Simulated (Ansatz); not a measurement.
Zr: pressure against volume scale

Periodic Kohn-Sham DFT of a crystal at fixed atoms, scaled to volume_scale times the given cell; pressure positive in compression, energy less spherical unpolarised free atoms, largest_vzz the field gradient of largest size among the nuclei. The results are calculated, by Ansatz 0.2.0.

The cell before it is scaled or strained (space group P6_3/mmc, No. 194):
```
CELL_PARAMETERS angstrom
3.23200 0.00000 0.00000
-1.61600 2.79900 0.00000
0.00000 0.00000 5.14700
ATOMIC_POSITIONS crystal
Zr 0.33333 0.66667 0.25000
Zr 0.66667 0.33333 0.75000
```

Settings of every row: method frozen-core PAW; functional PBE; relativity scalar; k mesh 13x13x7; filling fermi-dirac; smearing width 0.03 eV; wave cutoff 420 eV; paw set soft_2.

Atom start moment: 0 on all atoms.

Limits: no gap: field gradients move with the k mesh.

```csv
row,volume scale,V (Å³/atom),pressure (GPa),largest V_zz (1e21 V/m^2)
1,0.9405,21.896,6.892,4.948
2,0.98,22.815,2.458,4.307
3,1,23.281,0.475,4.056
4,1.02,23.746,?,?
5,1.06,24.678,-4.57,3.502
```

Question: what pressure should row 4 give?

Worked fit of pressure. Take u = (V_r/V)^(2/3) − 1 with V_r = 23.048 Å³ an atom, which is twice the finite (Eulerian) strain; such expansions in the strain, on which the Birch-Murnaghan equation of state is built, carry the rest volume and the bulk modulus. The shown rows have u = 0.03477, 0.0068, -0.00668, -0.04453. Least squares give pressure = 1.4454 + 147.19 × u + 271.88 × u² GPa; a straight line predicts inner rows, each left out in turn, worse (root mean square 0.28 against 0.0016 GPa). The rows lie off it by 0.000, -0.001, 0.001, 0.000. The pressure vanishes at u = -0.0100, or V = 23.4 Å³ an atom, and there the bulk modulus at fixed shape and fractions is B = −V dP/dV = (2/3)(1 + u) dP/du = 93.6 GPa. Letting shape and atoms relax would as a rule lower it, by much in layered, chain or molecular crystals. The withheld row has u = -0.01969, so the fit gives 1.4454 + 147.19 × (-0.01969) + 271.88 × (-0.01969)² = -1.347 GPa.

The calculation gave -1.352 GPa. The fit lies 0.005 GPa (0.044 % of the column's range) above it; its largest miss of a shown row is 0.001 GPa.

The other values of row 4: largest V_zz 3.848 1e21 V/m^2.
